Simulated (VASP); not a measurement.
Write the native input for VASP 6.6.1 that does the following.

```
Task                   : relaxation of cell and atoms
Functional             : PBE
Potentials or basis    : VASP PAW PBE potentials, release 64 (Si, Mo)
Cutoff                 : 300 eV
k mesh                 : 8 × 8 × 8
Occupations            : methfessel-paxton, width 0.1 eV
Spin                   : no spin polarisation
Further INCAR settings : ALGO = Normal; EDIFF = 1e-07; IBRION = 2; EDIFFG = -0.005; NSW = 90; ISIF = 3
```

The structure of Si2Mo lies in POSCAR:

```
Si2Mo                                   
1.0
   -1.6062825300      1.6062825300      3.9304832848
    1.6062825300     -1.6062825300      3.9304832848
    1.6062825300      1.6062825300     -3.9304832848
  Si              Mo            
     2     1
Direct
     0.3351785547002852    0.3351785547002852    0.0000000000000000
     0.6648214452997149    0.6648214452997149    0.0000000000000000
     0.0000000000000000    0.0000000000000000    0.0000000000000000
```

These files were run (other wordings do the same):

INCAR

```
PREC = Accurate
ENCUT = 300
EDIFF = 1E-7
ISMEAR = 1
SIGMA = 0.1
LREAL = False
LASPH = True
NELM = 80
ALGO = Normal
ISIF = 3
LWAVE = False
LCHARG = False
GGA = PE
IBRION = 2
NSW = 90
EDIFFG = -0.005
```

KPOINTS

```
regular mesh
0
Gamma
  8 8 8
```

Potentials or basis: VASP PAW PBE potentials, release 64 (Si, Mo).

Launch:

```sh
$ cat potpaw_PBE.64/Si/POTCAR potpaw_PBE.64/Mo/POTCAR > POTCAR
$ mpirun -np 1 vasp_std > vasp.out
```

It gave:

```
Pressure after relaxing : 0.0 GPa
Band gap on the k mesh  : none (metal or under the smearing width)
```

Caveat: the cutoff is under 1.25 times the usual one of these potentials, so pressure, stress and relaxed cells hold a basis-set (Pulay) error; the relaxation stopped at its first step, so nothing moved.

It took 22 s on 1 thread of AMD EPYC 7R13 Processor (Zen 3) (shared host), peak memory 0.13 GiB.
